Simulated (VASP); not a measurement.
A run of VASP 6.6.1 is set up as follows.

The input POSCAR:

```
BeS
1.0
    0.0000000000      2.3977916369      2.3977916369
    2.3977916369      0.0000000000      2.3977916369
    2.3977916369      2.3977916369      0.0000000000
Be S
1 1
Direct
    0.0000000000      0.0000000000      0.0000000000
    0.2500000000      0.2500000000      0.2500000000
```

INCAR.step1

```
SYSTEM = BeS
PREC = Accurate
ENCUT = 520
ISMEAR = 0
SIGMA = 0.01
LREAL = .FALSE.
LASPH = .TRUE.
NELM = 80
NBANDS = 11
GGA = PE
ALGO = Normal
EDIFF = 1E-4
LWAVE = .TRUE.
LCHARG = .FALSE.
```

Contents of INCAR.step2:

```
SYSTEM = BeS
PREC = Accurate
ENCUT = 520
EDIFF = 1E-6
ISMEAR = 0
SIGMA = 0.01
LREAL = .FALSE.
LASPH = .TRUE.
NELM = 80
ALGO = Normal
ISIF = 2
LWAVE = .FALSE.
LCHARG = .FALSE.
METAGGA = R2SCAN
LMIXTAU = .TRUE.
NBANDS = 11
ISTART = 1
```

KPOINTS

```
Automatic mesh
0
G
  10 10 10
  0 0 0
```

Potentials or basis: VASP PAW PBE potentials, release 64 (Be, S).

The run is started by

```console
$ cat potpaw_PBE.64/Be/POTCAR potpaw_PBE.64/S/POTCAR > POTCAR
$ cp INCAR.step1 INCAR
$ mpirun -np 1 vasp_std > vasp.out
$ cp INCAR.step2 INCAR
$ mpirun -np 1 vasp_std > vasp.out
```

(1) Estimate the pressure.

(2) Estimate the band gap on the k mesh.

Answers

(1) 5.1 GPa.

(2) 3.49 eV, indirect (least direct gap 6.23 eV).

Caveat: the PAW data sets were made with another functional, which shifts forces and pressure a little.
